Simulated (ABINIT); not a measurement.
Input of an ABINIT 10.8.3 (patched build) run:

Contents of run.abi:

```
ndtset 7
getwfk -1
scalecart1 3*0.9795861087
scalecart2 3*0.9864848297
scalecart3 3*0.9932883884
scalecart4 3*1.0000000000
scalecart5 3*1.0066227096
scalecart6 3*1.0131594038
scalecart7 3*1.0196128224

pp_dirpath "./"
pseudos "Ti.GGA_PBE-JTH.xml"

acell 5.3711598245 5.3711598245 5.3711598245
rprim
    -0.5773502692     0.5773502692     0.5773502692
     0.5773502692    -0.5773502692     0.5773502692
     0.5773502692     0.5773502692    -0.5773502692
ntypat 1
znucl 22
natom 1
typat 1
xred
     0.0000000000     0.0000000000     0.0000000000

ecut 15.0
pawecutdg 30.0

kptopt 1
ngkpt 11 11 11
nshiftk 1
shiftk 0.0 0.0 0.0

ixc -106132
vdw_xc 5

nband 10
occopt 3
tsmear 0.00183747

nstep 100
tolvrs 1.0e-9

iomode 3
prtwf 1
prtden 0
prteig 0
prtebands 0
```

Potentials or basis: JTH PAW PBE v2.0.

Run with:

```sh
$ abinit run.abi > log 2>&1
```

Task: What does it give for the bulk modulus?

Result: 109 GPa.

Task: What does it give for the equilibrium volume?

Result: 17.13 Å³/atom.

Energy against volume, from the lowest point:
```csv
volume (Å³/atom),energy (meV/atom)
16.616,5.05
16.969,0.00
17.323,0.26
17.676,5.00
18.030,14.32
18.383,27.18
18.737,43.66
```

Caveat: pressures at fixed basis lie under the slope of the energies; the PAW data sets were made with another functional, which shifts forces and pressure a little.
